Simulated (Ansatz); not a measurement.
**Squeezing Hg (beta tin type)**

```yaml
crystal:
  lattice:
    - [-3.00711, 3.00711, 1.60129]
    - [3.00711, -3.00711, 1.60129]
    - [3.00711, 3.00711, -1.60129]
  atoms:
    - { symbol: Hg, position: [0.62500, 0.87500, 0.75000] }
    - { symbol: Hg, position: [0.37500, 0.12500, 0.25000] }
```

The cell comes from a relaxation on PAW files under the same functional, begun from a prototype that needn't be the stable phase.

Its volume is scaled, and at each volume shape and atoms are relaxed on PAW files; all methods then take that cell.

Level of theory: DFT with PBE, scalar-relativistic, in Ansatz 0.2.0; a Γ-centred 14×14×14 k mesh, Fermi–Dirac smearing of 0.1 eV, no spin polarisation. LAPW: all electrons, basis error target 1 meV/atom; PAW: frozen-core files, cutoff 420 eV; crystal datasets: all electrons, by PAW datasets that the program makes for each cell; norm-conserving: pseudopotentials, cutoff 898 eV; PAW (core large): files with a larger core, cutoff 420 eV.

Energies are extrapolated to zero smearing and count from the unscaled cell; pressure is positive in compression; gaps take the mesh and a band path. No temperature or zero-point motion is included.

Spin–orbit coupling is left out, which matters for the heavy atoms. The structure type is held throughout; the real material can change phase at far lower pressure.

```json
{"V/V0": "1.00", "V (Å³/atom)": "28.96", "P LAPW (GPa)": "-0.01", "ΔE LAPW (eV/atom)": "0.000", "P PAW − LAPW (GPa)": "0.01", "ΔE PAW − LAPW (meV/atom)": "0.0", "space group": "I4_1/amd", "shortest distance (Å)": "3.112"}
{"V/V0": "0.95", "V (Å³/atom)": "27.51", "P LAPW (GPa)": "?", "ΔE LAPW (eV/atom)": "?", "P PAW − LAPW (GPa)": "?", "ΔE PAW − LAPW (meV/atom)": "?", "space group": "?", "shortest distance (Å)": "?"}
{"V/V0": "0.85", "V (Å³/atom)": "24.62", "P LAPW (GPa)": "5.07", "ΔE LAPW (eV/atom)": "0.053", "P PAW − LAPW (GPa)": "0.01", "ΔE PAW − LAPW (meV/atom)": "0.4", "space group": "I4_1/amd", "shortest distance (Å)": "2.956"}
{"V/V0": "0.75", "V (Å³/atom)": "21.72", "P LAPW (GPa)": "14.76", "ΔE LAPW (eV/atom)": "0.220", "P PAW − LAPW (GPa)": "0.02", "ΔE PAW − LAPW (meV/atom)": "0.8", "space group": "I4_1/amd", "shortest distance (Å)": "2.838"}
{"V/V0": "0.65", "V (Å³/atom)": "18.82", "P LAPW (GPa)": "36.9", "ΔE LAPW (eV/atom)": "0.660", "P PAW − LAPW (GPa)": "0.03", "ΔE PAW − LAPW (meV/atom)": "1.3", "space group": "I4_1/amd", "shortest distance (Å)": "2.708"}
{"V/V0": "0.55", "V (Å³/atom)": "15.93", "P LAPW (GPa)": "88.5", "ΔE LAPW (eV/atom)": "1.726", "P PAW − LAPW (GPa)": "-0.03", "ΔE PAW − LAPW (meV/atom)": "1.5", "space group": "I4_1/amd", "shortest distance (Å)": "2.564"}
{"V/V0": "0.45", "V (Å³/atom)": "13.03", "P LAPW (GPa)": "218.4", "ΔE LAPW (eV/atom)": "4.314", "P PAW − LAPW (GPa)": "-0.20", "ΔE PAW − LAPW (meV/atom)": "-0.5", "space group": "I4_1/amd", "shortest distance (Å)": "2.401"}
{"V/V0": "0.40", "V (Å³/atom)": "11.58", "P LAPW (GPa)": "353.3", "ΔE LAPW (eV/atom)": "6.843", "P PAW − LAPW (GPa)": "-0.22", "ΔE PAW − LAPW (meV/atom)": "-2.4", "space group": "I4_1/amd", "shortest distance (Å)": "2.308"}
```

**Question.** Fit the Vinet equation to the LAPW pressures shown (residuals weighted by 1/(|P| + 0.03·Pmax)), and predict the pressure of the withheld row.

**Answer.** The fit gives V0 = 28.77 Å³/atom, B0 = 19.1 GPa and B0′ = 7.52. At 27.51 Å³/atom, x = (V/V0)^(1/3) = 0.9852, and P = 3·B0·(1 − x)/x²·exp[1.5·(B0′ − 1)·(1 − x)] = 1.01 GPa. The run itself gave 0.98 GPa (+3.6 % off) and ΔE = 0.004 eV/atom.

**Question.** From the table, what is the rise of the enthalpy H = E + pV up to the last row, and how stiff is the crystal between the last two rows?

**Answer.** ΔH = 6.843 eV + (353.3 GPa × 11.58 Å³ + 0.01 GPa × 28.96 Å³) × 0.006242 eV/(GPa·Å³) = 32.39 eV/atom, of which pV makes 79 %. The mean bulk modulus there is −ΔP/Δln V = 1150 GPa.

**Question.** At the smallest volume, how far do crystal datasets and norm-conserving and PAW (core large) lie from LAPW in pressure?

**Answer.** crystal datasets: 0.00 GPa; norm-conserving: +1.40 GPa; PAW (core large): +0.70 GPa, on a LAPW pressure of 353.3 GPa.
